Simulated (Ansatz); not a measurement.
Runs of Ansatz 0.2.0 on MgB2. The structure is hexagonal, space group P6/mmm (No. 191). Conventional cell: a = 3.085 Å, b = 3.085 Å, c = 3.523 Å, α = 90.00°, β = 90.00°, γ = 120.00°. Mg (site symmetry 6/mmm) has 12 B at 2.51 Å as nearest neighbours. B (site symmetry -6m2) is surrounded by 3 B at 1.78 Å. 

| task | level | cell | k mesh | smearing | points for each segment of the path | mesh quality | gap on the mesh (eV) | pressure (GPa) | relaxed volume (Å³/atom) |
| --- | --- | --- | --- | --- | --- | --- | --- | --- | --- |
| atomic charges | LDA | cell strained at random at fixed volume | 10 × 10 × 8 | gaussian 0.01 eV | - | not flagged | none | (a) | - |
| single point | PBE | as given | 3 × 3 × 3 | fermi-dirac 0.05 eV | - | coarse | none | -1.9 | - |
| band structure | revPBE | as given | 10 × 10 × 8 | fermi-dirac 0.05 eV | 14 | not flagged | none | 1.8 | - |
| relaxation of cell and atoms | LDA | relaxed | 10 × 10 × 8 | fermi-dirac 0.05 eV | - | not flagged | none | 0.0 | 9.18 |
| relaxation of cell and atoms | revPBE | relaxed | 10 × 10 × 8 | fermi-dirac 0.05 eV | - | not flagged | none | 0.0 | 9.80 |
| density of states | LDA | as given | 10 × 10 × 8 | fermi-dirac 0.05 eV | - | not flagged | none | (b) | - |
| band structure | HSEsol | as given | 5 × 5 × 4 | fermi-dirac 0.05 eV | 4 | coarse | none | - | - |
| single point | PBE | as given | 10 × 10 × 8 | gaussian 0.027 eV | - | not flagged | none | -0.9 | - |
| relaxation of cell and atoms | BLYP | relaxed | 10 × 10 × 8 | fermi-dirac 0.05 eV | - | not flagged | - | 0.0 | 9.76 |
| phonons | LDA | as given | 7 × 7 × 6 | fermi-dirac 0.05 eV | - | not flagged | none | - | - |
| single point | PBE | as given | 10 × 10 × 8 | gaussian 0.022 eV | - | not flagged | none | -0.9 | - |

Alike in all rows: potentials or basis Ansatz PAW; no spin polarisation; cutoff (eV) 420.

Q: Estimate the missing entries.

A: (a) -6.7; (b) -7.5.

Caveats: some runs use coarse meshes; the PAW data sets come from PBE, with cores solved anew for the run's functional, which leaves a small shift of forces and pressure (some runs); the potentials were made for another functional, which shifts forces and pressure (some runs); the plane-wave basis is chosen anew once the cell has moved, so the energies of steps on either side of that aren't comparable (some runs).

A k mesh can miss the band edges.

A gap of «none» marks a metal or a gap under the smearing width.

Not every run made on this cell is shown here.
